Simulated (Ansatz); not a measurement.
Carriers in MoSe$_{2}$ (P6_3/mmc)

```xyz
6
Lattice="3.2484 0.0000 0.0000 -1.6242 2.8132 0.0000 0.0000 0.0000 12.7386" Properties=species:S:1:pos:R:3 pbc="T T T"
Mo    0.0000    1.8755    3.1846
Mo    1.6242    0.9377    9.5539
Se    0.0000    1.8755    7.8965
Se    1.6242    0.9377    1.5272
Se    0.0000    1.8755   11.2113
Se    1.6242    0.9377    4.8420
```

Conventional cell: a = 3.248 Å, b = 3.248 Å, c = 12.739 Å, α = 90.00°, β = 90.00°, γ = 120.00°. Mo (atom 1) has 6 Se at 2.50 Å as nearest neighbours. Se (atom 3) is surrounded by 3 Mo at 2.50 Å.

Computed, not measured; unless marked otherwise by LDA, all-electron LAPW in Ansatz 0.2.0, scalar-relativistic. k mesh 6×6×2, fixed occupations, basis error target 1 meV/atom. The cell was relaxed by PAW under this functional.

Extrema are searched on a 10×10×4 mesh and refined by Newton steps; masses come from band slopes 0.005 Å⁻¹ away, 1/m* = (1/ħ²) d²E/dk², negative for holes (the finite step makes the lightest masses up to about 3 % heavy). k is in units of the reciprocal vectors.

**Question.** Where are the band edges, and is the gap direct?

**Answer.** The valence maximum lies at Gamma (0.000, 0.000, 0.000) and the conduction minimum at (0.185, 0.185, 0.000), so the Kohn-Sham gap of 0.719 eV is indirect; the least direct gap on the mesh is 1.650 eV.

**Question.** What are the electron masses at the edge?

**Answer.** The principal masses are 0.443, 0.445, 0.641 mₑ. One valley has a density-of-states mass (m₁m₂m₃)^(1/3) = 0.502; 6 valleys give N^(2/3) times that, 1.66; the direction-averaged conductivity mass 3/Σ(1/mᵢ) is 0.495 mₑ.

**Question.** What are the hole masses at the edge?

**Answer.** The principal masses are 0.791, 0.791, 1.43 mₑ. One valley has a density-of-states mass (m₁m₂m₃)^(1/3) = 0.964; the direction-averaged conductivity mass 3/Σ(1/mᵢ) is 0.93 mₑ.

**Question.** Along the Cartesian direction x+z the conduction slope is 0.07583 eV·Å one step out. What is it four steps out, and what does that say?

**Answer.** 0.3026 eV·Å, 3.991 times the first; a parabola would give 4, so the band is nearly parabolic here.

**Question.** What electronic dielectric constant and refractive index follow from the same bands (independent particles)?

**Answer.** ε∞ = (17.75, 17.75, 12.30), so n ≈ √ε∞ = 3.99 (mean over directions) well under the gap and the normal reflectivity is ((n − 1)/(n + 1))² = 0.359. With the conductivity mass, a hydrogenic donor screened by ε∞ alone would bind by 13.6 eV × m*/ε∞² = 27 meV; static screening by the ions makes it shallower. Local fields, left out here, lower ε∞ by several per cent.

**Question.** What gap does PAW give in the same cell?

**Answer.** 0.718 eV, -1 meV from the LAPW value.

Keep in mind: no spin-orbit coupling on heavy atoms; semilocal gaps are low, and what follows the gap (onsets, screening, light masses) shifts with it; no dispersion correction, so the spacing and stiffness between layers or molecules are poor; the k mesh misses the point K, so gaps read on it can be too wide; the frozen-core PAW files of the compared runs were fitted under PBE, their cores solved anew for this functional.
